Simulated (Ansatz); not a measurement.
# SrO (zincblende): gap against strain (biaxial in x and y, z held)

SrO (zincblende), relaxed with r2SCAN in the PAW code Ansatz, then strained (biaxial in x and y, z held; changes of length per length, axes as in the cell below) with the atoms relaxed again within the symmetry that is left. Space group F-43m (No. 216), cubic; a = 5.585 Å in the conventional setting, 21.77 Å³ an atom. Sr is surrounded by 4 O at 2.42 Å; O is surrounded by 4 Sr at 2.42 Å. All values are calculated for a non-magnetic cell, which may be hypothetical.

```xyz
2
Lattice="0.0000 2.7923 2.7923 2.7923 0.0000 2.7923 2.7923 2.7923 0.0000" Properties=species:S:1:pos:R:3 pbc="T T T"
Sr    0.0000    0.0000    0.0000
O     1.3961    1.3961    1.3961
```

Gaps are the least over each mesh (PBE 8×8×8, r2SCAN 8×8×8 when unstrained) and the special points, which keep their unstrained names; stress is the change from the unstrained cell, compression positive.

```tsv
strain (%)	gap, PBE (eV)	gap, r2SCAN (eV)	edges, r2SCAN	in-plane stress, r2SCAN (GPa)	energy rise, r2SCAN (meV/atom)
0.0	2.519	2.889	W → Γ	0.00	0.0
+0.32	2.500	2.869	W → Γ	-0.42	0.2
+2.06	2.398	2.767	W → Γ	-2.56	7.5
```

Question: Estimate the row for a strain of -0.35 %.

Answer:
```tsv
strain (%)	gap, PBE (eV)	gap, r2SCAN (eV)	edges, r2SCAN	in-plane stress, r2SCAN (GPa)	energy rise, r2SCAN (meV/atom)
-0.35	2.536	2.906	W → Γ	+0.48	0.2
```

Between zero and the nearest strains the slope of the r2SCAN gap against strain is -0.049 eV per percent for negative and -0.061 for positive strain.
